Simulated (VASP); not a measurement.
Wanted: the native input for a VASP 6.6.1 run.

```
Task                   : band structure
Functional             : PBE
Potentials or basis    : VASP PAW PBE potentials, release 64 (Ba_sv, Ti_sv, O)
Cutoff                 : 520 eV
k mesh                 : 7 × 7 × 7
Occupations            : fermi-dirac, width 0.05 eV
Spin                   : no spin polarisation
Further INCAR settings : ALGO = Normal; EDIFF = 1e-06; NBANDS = 28
```

The structure of BaTiO3 lies in POSCAR:

```
BaTiO3
1.0
    3.9998000000      0.0000000000      0.0000000000
    0.0000000000      3.9998000000      0.0000000000
    0.0000000000      0.0000000000      4.0180000000
Ba Ti O
1 1 3
Direct
    0.0000000000      0.0000000000      0.0000000000
    0.5000000000      0.5000000000      0.4900000000
    0.0000000000      0.5000000000      0.5170000000
    0.5000000000      0.0000000000      0.5170000000
    0.5000000000      0.5000000000      0.0190000000
```

One way to write it, as run:

INCAR

```
SYSTEM = BaTiO3
  ALGO = Normal
  EDIFF = 1E-6
  ENCUT = 520
  GGA = PE
  ISIF = 2
  ISMEAR = -1
  LASPH = .TRUE.
  LCHARG = .FALSE.
  LMAXMIX = 4
  LREAL = .FALSE.
  LWAVE = .FALSE.
  NBANDS = 28
  NELM = 60
  PREC = Accurate
  SIGMA = 0.05
```

KPOINTS

```
k-points
0
G
  7 7 7
  0 0 0
```

KPOINTS_OPT

```
path GXMGZRAZ,XR,MA
15
line-mode
reciprocal
 0.0000000000  0.0000000000  0.0000000000  G
 0.0000000000  0.5000000000  0.0000000000  X

 0.0000000000  0.5000000000  0.0000000000  X
 0.5000000000  0.5000000000  0.0000000000  M

 0.5000000000  0.5000000000  0.0000000000  M
 0.0000000000  0.0000000000  0.0000000000  G

 0.0000000000  0.0000000000  0.0000000000  G
 0.0000000000  0.0000000000  0.5000000000  Z

 0.0000000000  0.0000000000  0.5000000000  Z
 0.0000000000  0.5000000000  0.5000000000  R

 0.0000000000  0.5000000000  0.5000000000  R
 0.5000000000  0.5000000000  0.5000000000  A

 0.5000000000  0.5000000000  0.5000000000  A
 0.0000000000  0.0000000000  0.5000000000  Z

 0.0000000000  0.5000000000  0.0000000000  X
 0.0000000000  0.5000000000  0.5000000000  R

 0.5000000000  0.5000000000  0.0000000000  M
 0.5000000000  0.5000000000  0.5000000000  A
```

Potentials or basis: VASP PAW PBE potentials, release 64 (Ba_sv, Ti_sv, O).

The run is started by

```console
$ cat potpaw_PBE.64/Ba_sv/POTCAR potpaw_PBE.64/Ti_sv/POTCAR potpaw_PBE.64/O/POTCAR > POTCAR
$ mpirun -np 1 vasp_std > vasp.out
```

It gave:

- Pressure: 4.2 GPa
- Largest force: 0.274 eV/Å
- Band gap on the k mesh: 1.87 eV, indirect (least direct gap 2.06 eV)
- Band gap along the path: 1.77 eV, indirect (least direct gap 2.06 eV)

Caveat: spin-orbit coupling is left out, which moves the levels of the heavy elements; the mesh misses the band edges, which the band path finds closer together.

Run time: 3.5 min on 1 thread of Intel(R) Xeon(R) Platinum 8488C (Sapphire Rapids), with other jobs on the host, peak memory 0.25 GiB.
